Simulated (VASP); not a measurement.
# Al: single point with PBE

Crystal: Al.

```
Al
1.0
     0.00000    2.02481    2.02481
     2.02481    0.00000    2.02481
     2.02481    2.02481    0.00000
Al
1
Direct
  0.00000 0.00000 0.00000
```

```
Program                : VASP 6.6.1
Task                   : single point
Functional             : PBE
Potentials or basis    : VASP PAW PBE potentials, release 64 (Al)
Cutoff                 : 350 eV
k mesh                 : 12 × 12 × 12
Occupations            : gaussian, width 0.1 eV
Spin                   : no spin polarisation
Further INCAR settings : ALGO = Normal; EDIFF = 1e-07; NBANDS = 8
```

The pressure is -0.4 GPa and the band gap on the k mesh is none (metal or under the smearing width).

Levels at points of the mesh, in eV from the Fermi level:
```csv
k point,band 1,band 2,band 3,band 4,band 5,band 6
"(0.00, 0.00, 0.00)",-10.96,12.72,12.72,12.72,14.16,14.16
"(0.50, 0.00, 0.00)",-4.44,-4.24,11.47,11.47,11.57,11.57
"(0.50, 0.50, 0.00)",-2.78,-1.47,5.39,5.70,5.70,9.14
```

It took 3.8 s on 1 thread of Intel(R) Xeon(R) Platinum 8488C (Sapphire Rapids), on a shared host, peak memory 0.11 GiB.
